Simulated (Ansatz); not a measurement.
## Spinel MgAl2O4

Method: PBE in Ansatz (PAW).

Run with plane-wave cutoff 520 eV, 8×8×8 k mesh, Fermi–Dirac smearing 0.01 eV, scalar-relativistic PAW data made under PBE.

Cell (relaxed at this level):

```cif
data_Al16Mg8O32
_chemical_formula_sum 'Mg8 Al16 O32'
_space_group_name_H-M_alt 'Fd-3m :1'
_space_group_IT_number 227
_space_group_name_Hall 'F 4d 2 3 -1d'
_cell_length_a 8.16868
_cell_length_b 8.16868
_cell_length_c 8.16868
_cell_angle_alpha 90.000
_cell_angle_beta 90.000
_cell_angle_gamma 90.000
loop_
_atom_site_label
_atom_site_type_symbol
_atom_site_symmetry_multiplicity
_atom_site_Wyckoff_symbol
_atom_site_fract_x
_atom_site_fract_y
_atom_site_fract_z
_atom_site_occupancy
Mg1 Mg 8 b 0.50000 0.50000 0.50000 1
Al1 Al 16 c 0.12500 0.12500 0.12500 1
O1 O 32 e 0.36146 0.36146 0.36146 1
```
(The calculation used a cell of 14 atoms; values per cell refer to that cell.)

```yaml
band_gap: 5.12 eV
smallest_direct_gap_on_the_k_points_sampled: 5.14 eV
```

Measured, for comparison: band gap 7.8 eV (temperature not stated, no zero-point or thermal correction; as tabulated in Neo et al. (2023), doi:10.1002/gch2.202200236). Computed (rounded) less measured: band gap -2.68 eV.

The result took roughly 80 core-seconds.

Ansatz is a program for electronic structure.
